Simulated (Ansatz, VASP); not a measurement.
PbF2 (Fluorocronite) in VASP and in Ansatz

```
Pb F
1.0
     0.00000    3.02179    3.02179
     3.02179    0.00000    3.02179
     3.02179    3.02179    0.00000
Pb F
1 2
Direct
  0.00000 0.00000 0.00000
  0.75000 0.75000 0.75000
  0.25000 0.25000 0.25000
```

Change from the starting cell: volume scaled by 1.06.

Alike in both runs: task single point; functional PBE; k mesh 8 × 8 × 8; occupations fermi-dirac, width 0.05 eV; no spin polarisation.

|  | VASP | Ansatz |
| --- | --- | --- |
| version | VASP 6.6.1 | Ansatz 0.2.0 |
| potentials or method | VASP PAW PBE potentials, release 64 (Pb_d, F), cutoff 520 eV | all-electron LAPW, scalar-relativistic |

VASP gave:

| Quantity | Value |
| --- | --- |
| gap on the k mesh at the Fermi level (eV) | 4.41 |
| least direct gap on the mesh (eV) | 4.56 |
| pressure (GPa) | -1.6 |

Q: What did Ansatz give for the same quantities?

A: gap on the k mesh at the Fermi level (eV): 4.41; least direct gap on the mesh (eV): 4.55; pressure (GPa): -1.3.

Ansatz ran all-electron here, so the differences hold the error of VASP's frozen core and of both bases.

Caveats: spin-orbit coupling is left out, which as a rule narrows the gap of such compounds by several tenths of an eV. A k mesh can miss the band edges.
